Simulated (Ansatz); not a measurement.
**47Ti nuclear quadrupole resonance in BaTiO3 at a changed volume**

Cell: an entry of the Crystallography Open Database (COD), relaxed with PBE at fixed cell and then changed (volume scaled by 0.94, ions relaxed).

```
Ba Ti O
1.0
     3.90277    0.00000    0.00000
     0.00000    2.77913    2.78771
     0.00000   -2.77913    2.78771
Ba Ti O
1 1 3
Direct
  0.00000 0.00209 0.00209
  0.50000 0.50829 0.50829
  0.00000 0.49532 0.49532
  0.50000 0.49640 0.99412
  0.50000 0.99412 0.49640
```

Atoms are numbered from 1 in the order listed; like atoms form one site, named after its first atom.

Computed with Ansatz: DFT, PBE, plane waves and PAW, scalar-relativistic, 420 eV cutoff, Γ-centred 8×8×8 k-points, Fermi–Dirac smearing 0.02 eV.

47Ti: I = 5/2, Q = 302.0 mb (year-2017 value). Static lattice, zero field.

**Question.** Predict the zero-field 47Ti lines of each site.

**Answer.** For I = 5/2 and η = 0 the lines are 3|C_Q|/20 and twice that; η pulls their ratio below 2.

```
site  atoms  V_zz (10²¹ V/m²)  C_Q (MHz)     η  line frequencies (MHz)
  Ti      2             -0.76      -5.53  0.20             0.865, 1.65
```

**Question.** And for ⁴⁹Ti (I = 7/2, Q = 247.0 mb) on Ti?

**Answer.** C_Q scales with Q to -4.53 MHz, with lines at 0.366, 0.634, 0.966 MHz.

At this changed cell the PBE pressure is 14 GPa.

The relaxation (5 steps) took 47 s of wall time (46 s of CPU time) and 0.58 GiB at its peak, on 1 thread of Intel Xeon Platinum 8488C (Sapphire Rapids) (x86_64; 16 cores open to the job, memory cap 3.0 GiB, no GPU), a shared host with a load of 0.1 a core.
